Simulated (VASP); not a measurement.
Input of a VASP 6.6.1 run:

Contents of POSCAR:

```
LiH
1.0
    0.0000000000      2.1451220117      2.1451220117
    2.1451220117      0.0000000000      2.1451220117
    2.1451220117      2.1451220117      0.0000000000
Li H
1 1
Direct
    0.0000000000      0.0000000000      0.0000000000
    0.2500000000      0.2500000000      0.2500000000
```

Contents of INCAR.step1:

```
SYSTEM = LiH
ALGO = Normal
EDIFF = 1E-4
ENCUT = 520
GGA = PE
ISMEAR = 0
LASPH = .TRUE.
LCHARG = .FALSE.
LREAL = .FALSE.
LWAVE = .TRUE.
NBANDS = 9
NELM = 80
PREC = Accurate
SIGMA = 0.01
```

INCAR.step2

```
SYSTEM = LiH
ALGO = Normal
EDIFF = 1E-6
ENCUT = 520
ISIF = 2
ISMEAR = 0
ISTART = 1
LASPH = .TRUE.
LCHARG = .TRUE.
LELF = .TRUE.
LMIXTAU = .TRUE.
LREAL = .FALSE.
LVHAR = .TRUE.
LWAVE = .FALSE.
METAGGA = R2SCAN
NBANDS = 9
NELM = 80
PREC = Accurate
SIGMA = 0.01
```

File KPOINTS:

```
k-points
0
G
  10 10 10
  0 0 0
```

Potentials or basis: VASP PAW PBE potentials, release 64 (Li_sv, H).

The run is started by

```sh
$ cat potpaw_PBE.64/Li_sv/POTCAR potpaw_PBE.64/H/POTCAR > POTCAR
$ cp INCAR.step1 INCAR
$ mpirun -np 1 vasp_std > vasp.out
$ cp INCAR.step2 INCAR
$ mpirun -np 1 vasp_std > vasp.out
```

(1) Estimate the band gap on the k mesh.

Answers

(1) 4.82 eV, indirect (least direct gap 5.85 eV).
